Squeezing a semiconductor changes both the energy stored in the crystal and the gap between its filled and empty bands. The table follows cadmium sulfide in the zincblende structure from 12 % below its relaxed volume to 10 % above it. Each atom keeps four neighbours of the other element at the corners of a regular tetrahedron, and symmetry fixes both the shape of the cell and the places of the atoms in it. The bond length is therefore the only thing in the structure that changes, from 2.44 Å in the tightest crystal to 2.63 Å in the loosest. The compressed rows are single calculations on scaled cells. With nothing free to relax at a given volume, a relaxation there would make no difference.

Zincblende CdS (F-43m, 2 atoms per cell) at scaled volumes of the relaxed cell, calculated with Ansatz 0.2.0 using r2SCAN, plane-wave PAW, scalar-relativistic, without spin polarisation; cutoff 500 eV, k mesh 8×8×8, Gaussian smearing 0.02 eV. Energies count from the minimum of a third-order Birch–Murnaghan fit; positive pressure means compression.

| volume per atom (Å³/atom) | energy over minimum (meV/atom) | pressure (GPa) | band gap on mesh (eV) |
| --- | --- | --- | --- |
| 22.346 | 86.6 | 10.25 | 1.821 |
| 23.108 | 45.7 | 7.01 | 1.751 |
| 23.870 | 19.1 | 4.27 | 1.681 |
| 24.632 | 4.5 | 1.95 | 1.612 |
| 25.394 | 0.0 | -0.02 | 1.542 |
| 26.155 | 4.2 | -1.69 | 1.474 |
| 26.917 | 15.7 | -3.11 | 1.406 |
| 27.933 | 40.6 | -4.67 | 1.317 |

A positive pressure is what must be applied to hold the crystal at the given volume. A negative one means tension: the crystal is being pulled outwards evenly on all sides.

### (a) Why is compression harder than expansion?

Compare the rows at 23.870 and 26.917 Å³ per atom, which lie 6 % below and 6 % above the relaxed volume. Explain why they differ in energy and in the size of the pressure. Explain also why the relaxed row, at 25.394 Å³ per atom, has a pressure slightly below zero.

**Solution.** If the energy were a plain parabola in the volume, both directions would store the same amount. This crystal stores 19.1 meV per atom when compressed by 6 % and 15.7 meV when expanded by as much. The pressures are more lopsided still: 4.27 GPa against a tension of 3.11 GPa. Pressure is the slope of the energy with volume, taken with a minus sign, so it shows the lopsidedness more strongly. The part of the energy that departs from the parabola grows faster with the change of volume than the parabola itself, and therefore weighs more in the slope than in the energy.

Part of the difference is plain geometry: taking away 6 % of the volume shortens the bond slightly more than adding 6 % lengthens it. The rest is usually traced to two opposing tendencies that balance at the relaxed volume. Bonding between cadmium and sulfur pulls the atoms together, and this attraction changes gently with distance. Against it stands the repulsion between filled shells, whose electrons must avoid one another by the Pauli principle. That repulsion depends on the overlap of the shells' outer tails, which fall off almost exponentially, so it grows very quickly as the bond shortens.

On compression the steep repulsion soon dominates, and each further step is harder than the last. On expansion the repulsion fades faster than the attraction, which itself weakens with distance. The energy curve is thus steep on the inner side and shallow on the outer side. The table shows this shape; the division into attraction and repulsion is an argument from theory, since the calculation gives only their sum.

The small negative pressure has a simpler origin. A Birch–Murnaghan curve through all eight energies puts the minimum at 25.385 Å³ per atom, so the relaxed cell is about 0.04 % too large. With the bulk modulus of about 60 GPa from the same curve, such a stretch means a tension of about 0.02 GPa, as the table has it. The relaxation stopped a hair's breadth outside the minimum.

### (b) Why does the gap open when the crystal is squeezed?

Explain the direction of the gap's change, and decide whether the larger drop into the last row marks a new effect. Then estimate the size of the change, supposing that the whole gap scales as the inverse square of the bond length, as couplings between neighbouring orbitals roughly do.

**Solution.** The gap falls at every step towards larger volume. In all eight rows both band edges lie at Γ, the centre of the Brillouin zone, where the wave repeats identically from cell to cell. The edges were sought only at the points of the k mesh, so an edge between those points would be missed, but Γ is itself on the mesh and zincblende CdS is known to have its gap there. Since the gap also changes smoothly, it is reasonable to treat all eight rows as the same gap between the same two kinds of state.

The reason for the direction lies in the character of these states, which is well established for this family of compounds. The lowest empty state at Γ combines s orbitals of cadmium and sulfur with opposite phase. It is antibonding: its wave changes sign between the neighbours. When the bond shortens, the two s orbitals overlap more, the wave has to change sign over a shorter distance, and the state rises strongly in energy.

The highest filled state is built mainly from sulfur 3p orbitals, with some cadmium 4d mixed in. It also responds to compression, but less strongly than the empty state, so the gap opens. The calculation bears out this difference only through the gap itself. The energy of a single band edge has no common zero in crystals of different volume, so the separate shifts of the two edges can't be read from it.

The last row fits this picture without any new effect. The gap drops by 0.089 eV on the way there, against 0.068 eV in the step before, but the volume step is also longer by a third. Per Å³ of added volume the two drops are nearly equal, at 88 and 89 meV. Over the whole table this rate stays between 88 and 92 meV, so the gap is close to a straight line in volume.

For the estimate, let $V$ be the volume per atom, $d$ the bond length and $E_g$ the gap, with a subscript 0 for the relaxed cell. Since $d$ grows as $V^{1/3}$, a gap proportional to $d^{-2}$ obeys

$$E_g \approx E_{g,0}\left(\frac{V_0}{V}\right)^{2/3}.$$

At the smallest volume this gives

$$E_g \approx 1.542\ \text{eV}\times\left(\frac{25.394}{22.346}\right)^{2/3} = 1.679\ \text{eV}.$$

The predicted rise is 0.137 eV, while the calculation finds 0.279 eV. The estimate has the right direction but only half the size, and at the largest volume it captures still less, about 42 % of the fall. No constant was adjusted to the other volumes; only the gap of the relaxed cell went in.

The failure is instructive, because a gap is not itself a coupling. It is what remains when couplings between neighbours, which depend on the bond length, are combined with distances between atomic levels, which hardly do. The relative change of the gap therefore need not follow that of the couplings. A small gap can be left over from larger contributions of opposite sign, and it can then change by a larger fraction than any one coupling does. That is a possible reading of the missing half, not a proven one; the table doesn't separate the parts.

The density functional used here also makes the gap too small: 1.54 eV in the relaxed cell, against a measured value of roughly 2.5 eV, quoted as a rough recalled figure. Spin–orbit coupling and the vibrations of the atoms are both left out, but each would be expected to lower the calculated gap slightly, so they can't account for the shortfall. Putting 2.5 eV into the estimate would raise the predicted opening to only about 0.2 eV, still short of the calculated one. The poor absolute gap is therefore not enough to rescue the simple scaling.

Silicon shows how much depends on the character of the edge. Its lowest empty states lie far from Γ, near the zone boundary, and are not the s-like antibonding state described above. Its gap is known to shrink slowly under pressure, although its atoms are also held by four tetrahedral bonds. To guess the trend for another semiconductor, one should first ask which orbitals form the two edges and where in the zone they lie.

### (c) Can the shift be quoted per gigapascal?

Someone who wants to predict the gap of a compressed crystal would like a single number for the gap shift per GPa. Find out whether one number serves the whole table and, if not, what makes it vary.

**Solution.** Take the two ends of the table. Between the two smallest volumes the gap changes by 0.070 eV for 3.24 GPa, or 22 meV per GPa. Between the two largest it changes by 0.089 eV for only 1.56 GPa, or 57 meV per GPa. The response to pressure thus differs by a factor of 2.6, although the gap is nearly straight in volume.

To find the cause, split the response into an electronic and a mechanical part. Let $P$ be the pressure, $a=-dE_g/d\ln V$ the opening of the gap per relative loss of volume, and $B=-dP/d\ln V$ the bulk modulus, which measures the resistance to compression. Then

$$\frac{dE_g}{dP}=\frac{a}{B}.$$

This is an identity, so it can't be wrong, but it shows which part varies. Both parts follow from the differences between neighbouring rows.

The bulk modulus rises from 42 GPa between the two largest volumes to 97 GPa between the two smallest, a factor of 2.3. The electronic part $a$ falls over the same range by a factor of only 1.15. A gigapascal opens the gap less in the compressed crystal chiefly because it moves the atoms less. The electrons respond to a given relative change of volume almost as strongly as before.

The stiffening is the lopsided energy curve of part (a) seen again. The bulk modulus measures how the energy curve bends, and the bending is governed by the steepest ingredient, the repulsion between filled shells. The gap depends on the overlap of outer orbitals that already reach well into the neighbouring atom, and this overlap changes more gently. This argument, which the table alone can't prove, would explain why $a$ varies much less than $B$, and so why volume is a better variable for the gap here than pressure. It doesn't explain why $a$ falls slightly on compression: a coupling that grows ever faster as the bond shortens would by itself be expected to make $a$ rise.

The difference matters in use. Around the relaxed cell the gap shifts by 38 meV per GPa, or by 23 meV for each per cent of volume. Carried to the smallest volume, at 10.25 GPa, the pressure rule predicts an opening of 0.39 eV, which is 40 % above the calculated 0.279 eV. The volume rule, with 12 % compression, gives 0.28 eV.

At the loose end the pressure rule errs the other way. A tension of 4.67 GPa should close the gap by 0.18 eV, but the calculation finds 0.225 eV, because the softened crystal stretches further than the rule assumes. The volume rule gives 0.23 eV for the 10 % expansion. For a large compression or expansion it is therefore safer to find the volume first, from an equation of state that includes the stiffening, and to read the gap from the volume.

One limit concerns the crystal itself. CdS is known to change to the denser rocksalt structure at roughly 3 GPa, and the calculation forbids this by keeping the zincblende symmetry. The three rows at 4.27 GPa and above thus describe a crystal that would tend to transform. They remain useful for seeing how zincblende CdS stiffens, but a pressed sample should not be expected to follow them.
